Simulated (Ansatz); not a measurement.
# Equation of state of SrO from a dense series

```xyz
2
Lattice="0.0000 2.5698 2.5698 2.5698 0.0000 2.5698 2.5698 2.5698 0.0000" Properties=species:S:1:pos:R:3 pbc="T T T"
Sr    0.0000    0.0000    0.0000
O     2.5698    2.5698    2.5698
```

Atoms are numbered in the order listed.

The conventional cell has a = 5.140 Å, b = 5.140 Å, c = 5.140 Å, α = 90.00°, β = 90.00°, γ = 90.00°. Around Sr (atom 1) lie 6 O at 2.57 Å. Around O (atom 2) lie 6 Sr at 2.57 Å.

The cell comes from COD entry 1100027, which wasn't checked; take it as a given geometry. It is an old determination, and later ones may differ.

Computed with Ansatz 0.2.0, DFT, LDA, all-electron LAPW, scalar-relativistic.

Numerical set-up: a Γ-centred 8×8×8 k mesh, Fermi–Dirac smearing of 0.02 eV, basis error target 0.25 meV/atom, no spin polarisation.

The cell is scaled evenly. Fractional coordinates are held (clamped ions).

| V (Å³/atom) | P (GPa) |
| --- | --- |
| 15.952 | 1.93 |
| 16.122 | 0.76 |
| 16.292 | -0.35 |
| 16.546 | -1.89 |
| 16.631 | -2.37 |
| 16.801 | -3.30 |
| 16.971 | -4.17 |
| 17.140 | -5.00 |
| 17.310 | -5.78 |
| 17.395 | -6.15 |
| 17.649 | -7.21 |
| 17.819 | -7.87 |

Question: Fit a third-order Birch–Murnaghan curve to the pressures.

Answer: P = (3B0/2)(y^(7/2) − y^(5/2))[1 + (3/4)(B0′ − 4)(y − 1)] with y = (V0/V)^(2/3) fits within 0.01 GPa for V0 = 16.238 Å³/atom, B0 = 104.5 GPa and B0′ = 4.55.

Question: Predict the pressure at the withheld volume, 17.989 Å³/atom.

Answer: There y = 0.9340, so the fit gives -8.48 GPa; the run gave -8.48 GPa.
